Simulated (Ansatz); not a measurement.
**Si2C and its competing phases**

All numbers below come from DFT PBE, scalar-relativistic, plane waves, PAW (Ansatz 0.2.0). All cells share a 420 eV cutoff and Γ-centred k meshes spaced at most about 0.3 Å⁻¹ (about 0.25 or finer for metals, 2π included). No spin polarisation.

Formation energies are uncorrected and refer to the elements' standard structures at the same level.

All energies are static (0 K, no zero-point motion). The reference form of C is held partly by dispersion forces, which this level lacks.

The competitors are the elements and 2 reference phases of this chemical system (from databases or known types: Si7C, SiC), relaxed at the same level; other known phases may be missing.

The candidate was reached from: Si and C ordered on hcp sites.

```cif
data_structure
_symmetry_space_group_name_H-M 'P-62m'
_symmetry_Int_Tables_number 189
_cell_length_a 5.2720
_cell_length_b 5.2720
_cell_length_c 2.7330
_cell_angle_alpha 90.000
_cell_angle_beta 90.000
_cell_angle_gamma 120.000
_cell_volume 65.78
loop_
_atom_site_label
_atom_site_type_symbol
_atom_site_symmetry_multiplicity
_atom_site_Wyckoff_symbol
_atom_site_fract_x
_atom_site_fract_y
_atom_site_fract_z
_atom_site_occupancy
Si1 Si 1 a 0.00000 0.00000 0.00000 1
Si2 Si 3 g 0.41287 0.00000 0.50000 1
C1 C 2 c 0.66667 0.33333 0.00000 1
```

Q: Where does it stand against these competitors?

A: Not stable. Its formation energy is 0.830 eV/atom. The lowest competing mixture at this composition is this:

```tsv
phase	space group	source	share of atoms	ΔE_f (eV/atom)
Si	-	element	0.3333	-0.0007
SiC	P6_3mc (No. 186)	Materials Project	0.6667	-0.204
```

The lowest database cell of Si (-0.0007) lies slightly below the reference, hence the non-zero entry.

The mixture lies at -0.136 eV/atom, and the candidate lies 0.97 eV/atom above it. The candidate matches no cell in the subsets of the Crystallography Open Database and the Materials Project at hand. The margin is far too high for a likely synthesis.
